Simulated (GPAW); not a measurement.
**GaN: band structure with vdW-DF-cx**

**The experiment to reproduce.**

A printed reference work, textbook reports, for a bulk crystal of GaN at 0 K: band gap 3.299 eV (direct).

GaN:

```
Ga N
1.0
     0.00000    2.25350    2.25350
     2.25350    0.00000    2.25350
     2.25350    2.25350    0.00000
Ga N
1 1
Direct
  0.00000 0.00000 0.00000
  0.75000 0.75000 0.75000
```

The cell is a database's computed one.

```
Program                   : GPAW 26.7.0
Task                      : band structure
Functional                : vdW-DF-cx
Potentials or basis       : GPAW PAW data sets (gpaw-data 1.2.1)
Cutoff                    : 800 eV
Basis                     : pw
k mesh                    : 10 × 10 × 10
Occupations               : fermi-dirac, width 0.05 eV
Spin                      : spin-orbit coupling, no magnetisation
Maxiter                   : 150
Band path                 : GXWKGLUWLK,UX
Band points               : 60
spin axis theta (degrees) : 90
spin axis phi (degrees)   : 0
Soc after scf             : second variation
```

```
Band gap on the k mesh  : 1.86 eV, direct
Band gap along the path : 1.86 eV, direct
```

Levels at the corners of the path, in eV from the valence-band top:
| point | band 5 | band 6 | band 7 | band 8 | band 9 | band 10 | band 11 | band 12 |
| --- | --- | --- | --- | --- | --- | --- | --- | --- |
| Γ | 0.00 | 0.00 | 0.00 | 0.00 | 1.86 | 1.86 | 10.14 | 10.14 |
| X | -2.69 | -2.69 | -2.64 | -2.64 | 3.33 | 3.33 | 6.73 | 6.73 |
| W | -3.79 | -3.78 | -3.62 | -3.57 | 6.23 | 6.24 | 8.52 | 8.53 |
| K | -4.31 | -4.26 | -2.15 | -2.15 | 5.00 | 5.00 | 7.96 | 7.96 |
| Γ | 0.00 | 0.00 | 0.00 | 0.00 | 1.86 | 1.86 | 10.14 | 10.14 |
| L | -0.98 | -0.98 | -0.94 | -0.94 | 4.75 | 4.75 | 8.77 | 8.77 |
| U | -4.31 | -4.26 | -2.15 | -2.15 | 5.00 | 5.00 | 7.96 | 7.96 |
| W | -3.79 | -3.78 | -3.62 | -3.57 | 6.23 | 6.24 | 8.52 | 8.53 |
| L | -0.98 | -0.98 | -0.94 | -0.94 | 4.75 | 4.75 | 8.77 | 8.77 |
| K | -4.31 | -4.26 | -2.15 | -2.15 | 5.00 | 5.00 | 7.96 | 7.96 |
| U | -4.31 | -4.26 | -2.15 | -2.15 | 5.00 | 5.00 | 7.96 | 7.96 |
| X | -2.69 | -2.69 | -2.64 | -2.64 | 3.33 | 3.33 | 6.73 | 6.73 |

Wall time 26 s on 1 thread of Arm Neoverse V1 (shared host), peak memory 0.25 GiB.

A measured gap of GaN is 3.299 eV (direct; 0 K; a printed reference work, textbook); the calculated 1.86 eV misses it by -1.44 eV. The value is that of vdW-DF-cx, without temperature or zero-point motion. The cell is a database's relaxed one, not the measured one, which moves gaps too.

Caveat: spin-orbit coupling was added after a scalar SCF, so levels and gaps hold it while energy, forces, pressure and moments don't; this program's spin-orbit splittings come out too wide for heavy elements.
